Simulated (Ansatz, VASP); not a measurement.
This is a calculation of Ta3N for Ansatz 0.2.0.

The input input.yaml:

```yaml
crystal:
  lattice:
    - [3.0916944585, 0.0, 0.0]
    - [-1.5458472293, 2.6774859418, 0.0]
    - [0.0, 0.0, 7.6717065629]
  atoms:
    - { symbol: Ta, position: [0.6666666667, 0.3333333333, 0.82607] }
    - { symbol: Ta, position: [0.3333333333, 0.6666666667, 0.17393] }
    - { symbol: Ta, position: [0.0, 0.0, 0.5] }
    - { symbol: "N", position: [0.0, 0.0, 0.0] }
hamiltonian:
  xc: pbe
  pseudopotentials: { kind: paw }
kpoints:
  mp_grid: { grid: [10, 10, 4] }
scf:
  occupations: { method: fermi_dirac, width: 0.05 }
output:
  forces: true
  stress: true
  eigenvalues: true
```

Potentials or basis: Ansatz PAW.

The run is started by

```bash
$ ansatz run input.yaml --threads 2 --pin off --max-ram 5120MiB --backend cpu --events-out ev --progress --plain --runs-dir out
```

Problem. Translate it to VASP 6.6.1. Potentials there: VASP PAW PBE potentials, release 64 (Ta_pv, N).

Solution. As run (the cutoff follows the program's own potentials):

INCAR

```
SYSTEM = Ta3N
  PREC = Accurate
  ENCUT = 520
  EDIFF = 1E-7
  ISMEAR = -1
  SIGMA = 0.05
  LREAL = .FALSE.
  LASPH = .TRUE.
  NELM = 80
  ALGO = Normal
  ISIF = 2
  LWAVE = .FALSE.
  LCHARG = .FALSE.
  GGA = PE
  NBANDS = 27
```

The input KPOINTS:

```
regular mesh
0
G
  10 10 4
  0 0 0
```

The input POSCAR:

```
Ta3N
1.0
    3.0916944585      0.0000000000      0.0000000000
   -1.5458472293      2.6774859418      0.0000000000
    0.0000000000      0.0000000000      7.6717065629
Ta N
3 1
Direct
    0.6666666667      0.3333333333      0.8260700000
    0.3333333333      0.6666666667      0.1739300000
    0.0000000000      0.0000000000      0.5000000000
    0.0000000000      0.0000000000      0.0000000000
```

Potentials or basis: VASP PAW PBE potentials, release 64 (Ta_pv, N).

The run is started by

```sh
$ cat potpaw_PBE.64/Ta_pv/POTCAR potpaw_PBE.64/N/POTCAR > POTCAR
$ mpirun -np 1 vasp_std > vasp.out
```

Both were run:

|  | VASP | Ansatz | Ansatz less VASP |
| --- | --- | --- | --- |
| gap on the k mesh at the Fermi level (eV) | none | none | - |
| pressure (GPa) | -13.2 | -13.4 | -0.19 |
| largest component of the traceless stress (GPa) | 0.35 | 0.34 | -0.012 |
| rms of the force components (eV/Å) | 0.164 | 0.180 | +0.0163 |

Atom by atom the forces differ by 0.016 eV/Å (rms over components). A gap of «none» marks a metal or a gap that the smearing closes. The functional is the same, so the differences come from potentials, cutoffs and numerics. The two sets of potentials don't hold the same shells in valence.

The runs have no spin-orbit coupling, so splittings on Ta are missing.
